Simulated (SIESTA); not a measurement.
SnSe under changes of volume

One of the cells (27.271 Å³/atom); the others are scaled copies at fixed shape and fractional positions:

```
Sn Se
1.0
     0.00000    3.01000    3.01000
     3.01000    0.00000    3.01000
     3.01000    3.01000    0.00000
Sn Se
1 1
Direct
  0.00000 0.00000 0.00000
  0.50000 0.50000 0.50000
```

Measurements of this composition are mostly on another form, of space group No. 62.

- Program: SIESTA 5.4.2
- Functional: LDA
- Potentials or basis: PseudoDojo 0.4 standard (LDA files)
- Basis: DZP (energy shift 0.003 Ry; two zetas on semicore shells)
- Grid cutoff: 500 Ry
- Energy shift: 0.003 Ry
- k mesh: 8 × 8 × 8
- Occupations: fermi-dirac, width 0.05 eV
- Spin: no spin polarisation

```csv
volume (Å³/atom),energy over the lowest point (meV/atom),pressure (GPa),gap on the mesh (eV)
25.635,4.60,2.1,0.78
26.180,0.05,0.6,0.70
26.725,0.00,-0.6,0.61
27.271,4.10,-1.8,0.52
27.816,11.96,-2.8,0.43
28.362,23.04,-3.7,0.35
28.907,?,?,?
```

What does the run at 28.907 Å³/atom give?

Energy over the lowest point 37.13 meV/atom; pressure -4.5 GPa; gap on the mesh 0.28 eV.

Worked out: A Birch-Murnaghan fit of order 3 (a polynomial in V^(-2/3)) to the other rows has its minimum at 26.45 Å³/atom with B0 = V·E''(V) = 62 GPa and B' = 4.3. It gives 37.14 meV/atom at 28.907 Å³/atom, against the run's 37.13, and -dE/dV = -4.5 GPa, against -4.5. A straight line through the other rows of the gap, of slope -4.31 eV per unit of ln V, extrapolates to 0.27 eV, against the run's 0.28.

Energies are extrapolated to zero smearing.

Caveats: spin-orbit coupling is left out, which moves the levels of the heavy elements; the basis of atomic orbitals isn't converged, which shifts pressures, moduli and gaps.

A mesh can miss the band edges.
